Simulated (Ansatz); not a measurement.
InSe:

```
In Se
1.0
     2.00000    1.15470    8.44000
    -2.00000    1.15470    8.44000
     0.00000   -2.30940    8.44000
In Se
2 2
Direct
  0.88860 0.88860 0.88860
  0.00000 0.00000 0.00000
  0.17190 0.17190 0.17190
  0.38350 0.38350 0.38350
```

Base run:

* Program: Ansatz 0.2.0
* Functional: PBE
* Potentials or basis: Ansatz PAW
* Cutoff: 800 eV
* Density cutoff: 3200 eV
* k mesh: 8 × 8 × 8
* Occupations: fermi-dirac, width 0.05 eV
* Spin: no spin polarisation

Its results: band gap on the k mesh 0.44 eV, direct; pressure 2.7 GPa; largest force 0.364 eV/Å.

Q: The run is repeated on the same cell with these changes: functional from PBE to m-r2SCAN; cutoff from 800 eV to 500 eV (not typed: the program's choice for these potentials). What comes out?

A: Band gap on the k mesh 0.87 eV, direct; pressure 1.1 GPa; largest force 0.239 eV/Å.

m-r2SCAN gives the wider gap, since meta-GGAs in the generalised Kohn-Sham scheme recover part of the derivative discontinuity.

Caveats: spin-orbit coupling is left out, which moves the levels of the heavy elements; the PAW data sets come from PBE, with cores solved anew for the run's functional, which leaves a small shift of forces and pressure (some runs).
